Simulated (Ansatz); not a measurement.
CdS built on the zincblende prototype, relaxed with r2SCAN in the PAW code Ansatz. It is cubic, F-43m (No. 216); a = 5.878 Å in the conventional setting, 25.39 Å³ an atom. Around Cd lie 4 S at 2.55 Å; around S lie 4 Cd at 2.55 Å.

The axes x, y and z are those of this cell:
```xyz
2
Lattice="0.0000 2.9392 2.9392 2.9392 0.0000 2.9392 2.9392 2.9392 0.0000" Properties=species:S:1:pos:R:3 pbc="T T T"
Cd    0.0000    0.0000    0.0000
S     1.4696    1.4696    1.4696
```

Unstrained: With PBE the gap is 1.095 eV and direct, at Γ. r2SCAN gives a direct gap of 1.543 eV at Γ. The HSE06 gap is direct at Γ: 2.106 eV. Meshes: PBE 8×8×8, r2SCAN 8×8×8, HSE06 6×6×6. Strains are changes of length per length, and xy shears are angles. After each strain the atoms were relaxed again with r2SCAN within the symmetry that the strain leaves, so tilts or polar shifts that break it weren't tested; points keep the names that they have in the unstrained zone. The values are computed, spin-unpolarised, and not measurements.

Q: Estimate what epitaxial +2.34 % in the plane normal to [111], free normal strain -2.11 % does to the gap.

A: PBE: the gap goes from 1.095 to 0.934 eV (-0.161 eV); with r2SCAN the top three valence levels at Γ, degenerate before, become 1+2 from the top over 145 meV. r2SCAN: the gap goes from 1.543 to 1.370 eV (-0.173 eV). HSE06: the gap goes from 2.106 to 1.928 eV (-0.178 eV). The r2SCAN energy rises by 8.5 meV an atom.

Q: One strain changed the r2SCAN stress by xx -0.01, yy -0.01, zz -0.02, xy +0.82 GPa (compression positive) and the gap by -0.068 eV (PBE), -0.071 eV (r2SCAN), -0.070 eV (HSE06). Which kind of strain was it, and roughly how large?

A: Xy shear, engineering strain (angle) -3.16 %. The pattern of the stress gives the kind; the size needs the stiffness, so it is an estimate.

Q: One strain changed the r2SCAN stress by xx +16.61, yy +16.61, zz +16.61 GPa (compression positive) and the gap by +0.363 eV (PBE), +0.385 eV (r2SCAN), +0.406 eV (HSE06). Which kind of strain was it, and roughly how large?

A: Isotropic -5.91 % on every length. The pattern of the stress gives the kind; the size needs the stiffness, so it is an estimate.

Spin-orbit coupling is left out.

The meshes of the hybrids are coarse, so their gaps aren't converged to the digits shown.

The splittings at Γ are without spin-orbit coupling, which regroups them where it is of like size or larger.
